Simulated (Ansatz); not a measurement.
# Structure optimisation: hafnium, fcc

Computed with DFT, RPBE, plane waves (420 eV) with PAW, scalar-relativistic in Ansatz. (PAW data from PBE, frozen cores regenerated.)

k-point mesh 12×12×12, Fermi-Dirac smearing 0.1 eV, no spin polarisation. Cell and atoms relax.

Starting structure:

```yaml
crystal:
  lattice:
    - [0.0, 2.2367213568, 2.2367213568]
    - [2.2367213568, 0.0, 2.2367213568]
    - [2.2367213568, 2.2367213568, 0.0]
  atoms:
    - { symbol: Hf, position: [0.0, 0.0, 0.0] }
hamiltonian:
  xc: rpbe
  pseudopotentials:
    kind: paw
    azcp:
      Hf: "pseudopotentials/Hf.paw.azcp"
basis:
  ecutwfc: 420
  fft_grid_basis: typed
kpoints:
  mp_grid: { grid: [12, 12, 12], shift: [0, 0, 0] }
magnetization:
  spin_polarized: false
scf:
  occupations: { method: fermi_dirac, width: 0.1 }
relax:
  max_steps: 60
  f_tol: 0.01
  cell: {}
```

Q: The pressure at the start is 3.8 GPa. By how much does the volume change?

A: From 22.38 to 23.25 Å³ per atom, 3.9 %. The final cell has a = 4.530 Å.

Q: How much energy does the relaxation gain?

A: 9.9 meV per atom.

Path of the relaxation (the plane waves are chosen anew near the end, which can shift the energy a little):

```tsv
step	E − E(final) (meV/atom)	V (Å³/atom)	P (GPa)	max force (eV/Å)
0	9.91	22.380	3.81	0.000
1	0.27	23.247	-0.04	0.000
2	0.00	23.247	-0.04	0.000
```
